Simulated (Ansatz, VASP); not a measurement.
One calculation of HfC, two programs

```
CELL_PARAMETERS angstrom
2.80073 0.00000 0.00000
0.00000 2.80073 0.00000
0.00000 0.00000 2.80073
ATOMIC_POSITIONS crystal
Hf 0.00000 0.00000 0.00000
C 0.50000 0.50000 0.50000
```

The cell comes from a database or a generator and needn't be the stable form of this composition.

Alike in both runs: task single point; functional PBE; k mesh 6 × 6 × 6; occupations gaussian, width 0.05 eV; no spin polarisation.

|  | VASP | Ansatz |
| --- | --- | --- |
| version | VASP 6.6.1 | Ansatz 0.2.0 |
| potentials or method | VASP PAW PBE potentials, release 64 (Hf_pv, C) | scalar-relativistic, plane waves, PAW |
| plane-wave cutoff (eV) | 520 | 420 |
| valence electrons in the cell | 14 | 30 |

|  | VASP | Ansatz | Ansatz less VASP |
| --- | --- | --- | --- |
| gap on the k mesh at the Fermi level (eV) | none | none | - |
| pressure (GPa) | 24.4 | 25.9 | +1.51 |

A gap of «none» marks a metal or a gap that the smearing closes. The two sets of potentials don't hold the same shells in valence.

Caveats: the k mesh is coarse (spacing up to 0.37 Å⁻¹), so the values aren't converged; so large a pressure means that the cell lies far from this level's equilibrium, or that cutoff or potentials fall short (VASP). The runs have no spin-orbit coupling, so splittings on Hf are missing.
